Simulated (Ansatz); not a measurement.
**MgTe: one crystal by all-electron and frozen-core methods**

The same cell of MgTe is computed with LAPW, all electrons, PAW on the default files and datasets made for this crystal, to set the results side by side.

Computed with Ansatz 0.2.0 (DFT PBEsol, scalar-relativistic, unless a step's input says otherwise).

**1. The starting structure**

The structure is hexagonal, space group P6_3mc (No. 186). The conventional cell has a = 4.540 Å, b = 4.540 Å, c = 7.395 Å, α = 90.00°, β = 90.00°, γ = 120.00°. Mg (site symmetry 3m) is surrounded by 4 Te at 2.74 to 2.79 Å. Around Te (site symmetry 3m) lie 4 Mg at 2.74 to 2.79 Å.

As a file:

```
CELL_PARAMETERS angstrom
4.54000 0.00000 0.00000
-2.27000 3.93176 0.00000
0.00000 0.00000 7.39500
ATOMIC_POSITIONS crystal
Mg 0.33333 0.66667 0.00000
Mg 0.66667 0.33333 0.50000
Te 0.33333 0.66667 0.37000
Te 0.66667 0.33333 0.87000
```

Structure: COD 1538744, as refined from experiment and not relaxed.

Atoms are numbered in the order of the input: Mg1, Mg2, Te3, Te4.

**2. LAPW, all electrons**

The input, input.yaml:

```yaml
crystal:
  lattice:
    - [4.5400020208, 0.0, 0.0]
    - [-2.2700010104, 3.9317570832, 0.0]
    - [0.0, 0.0, 7.395]
  atoms:
    - { symbol: Mg, position: [0.3333333333, 0.6666666667, 0.0] }
    - { symbol: Mg, position: [0.6666666667, 0.3333333333, 0.5] }
    - { symbol: Te, position: [0.3333333333, 0.6666666667, 0.37] }
    - { symbol: Te, position: [0.6666666667, 0.3333333333, 0.87] }
kpoints:
  mp_grid: { grid: [9, 9, 5] }
  band_path:
    path:
      - [0.0, 0.0, 0.0]
      - [0.5, 0.0, 0.0]
      - [0.3333333333, 0.3333333333, 0.0]
      - [0.0, 0.0, 0.0]
      - [0.0, 0.0, 0.5]
      - [0.5, 0.0, 0.5]
      - [0.3333333333, 0.3333333333, 0.5]
      - [0.0, 0.0, 0.5]
      - [0.5, 0.0, 0.5]
    npoints: 14
scf:
  occupations: { method: fermi_dirac, width: 0.03 }
hamiltonian:
  xc: pbesol
  pseudopotentials: { kind: all_electron, lapw: { basis_error: 0.0005 } }
output:
  forces: true
  stress: true
  eigenvalues: true
  fatbands: true
  populations: true
  dos: { projected: true, de: 0.2, e_range: [-14, 8] }
```

Command:

```sh
$ ansatz run input.yaml --threads 1 --pin off --max-ram 6144MiB --backend cpu --events-out ev --progress --plain --runs-dir out
```

**3. PAW on the default files**

input.yaml: that of step 2 with these lines changed.

```diff
@@ -28,3 +28,3 @@
   xc: pbesol
-  pseudopotentials: { kind: all_electron, lapw: { basis_error: 0.0005 } }
+  pseudopotentials: { kind: paw }
 output:
@@ -33,4 +33,9 @@
   eigenvalues: true
-  fatbands: true
+  efg: { contact_densities: true }
   populations: true
+  bader: true
   dos: { projected: true, de: 0.2, e_range: [-14, 8] }
+  write_density: true
+  write_potential: true
+  elf: true
+  volumetric_format: npy
```

**4. Datasets made for this crystal**

input.yaml: that of step 3 with these lines changed.

```diff
@@ -23,3 +23,3 @@
       - [0.5, 0.0, 0.5]
-    npoints: 14
+    npoints: 8
 scf:
@@ -28,3 +28,3 @@
   xc: pbesol
-  pseudopotentials: { kind: paw }
+  pseudopotentials: { kind: all_electron, datasets: crystal }
 output:
@@ -34,8 +34 @@
   efg: { contact_densities: true }
-  populations: true
-  bader: true
-  dos: { projected: true, de: 0.2, e_range: [-14, 8] }
-  write_density: true
-  write_potential: true
-  elf: true
-  volumetric_format: npy
```

(Steps that only read results are left out.)

Before running it: what results should come out? Wanted: pressure; gap; largest force; Bader charges; highest ELF.

As calculated:

| quantity | value |
| --- | --- |
| pressure | LAPW 0.44, PAW 0.45, crystal datasets 0.44 GPa |
| gap (LAPW) | 2.42 eV, direct at Γ |
| largest force | LAPW 0.214, PAW 0.214, crystal datasets 0.214 eV/Å |
| Bader charges (PAW) | Mg1 +1.54, Te3 -1.54 e |
| highest ELF (PAW) | 0.84, 1.34 Å from Te |

What this shows: The pressure is within half a GPa of zero, so the volume is close to equilibrium at this level. A gap opens: 2.42 eV, direct at Γ. Spin-orbit coupling is left out, though the cell holds Te; it can shift such gaps by tenths of an eV. Te 5p states make 99 % of the projected weight in the top eV of the valence band. The projection holds only the free atom's occupied shells (Mg 3s, Te 5s, Te 5p in this range). The field gradient at Te3, the largest by crystal datasets, is 0.49 by PAW and 0.49 by crystal datasets (10²¹ V/m²), within 5 %. No spin–orbit coupling: at heavy atoms the gradients can be off by tens of per cent for that reason. PAW lies less than 0.01 GPa from LAPW in pressure and less than 0.01 eV in the gap. The forces differ by at most 1 meV/Å in a component, on a largest force of 0.214 eV/Å. LAPW took about 2.1 times as long as PAW (2.2 min against 63 s, on a shared host and with the outputs that each input asks for).

These are semilocal Kohn-Sham gaps, which aren't the measured quantity. Such gaps usually fall short of the measured ones; spin-orbit coupling, left out here, narrows gaps with Te, so the two errors partly cancel.
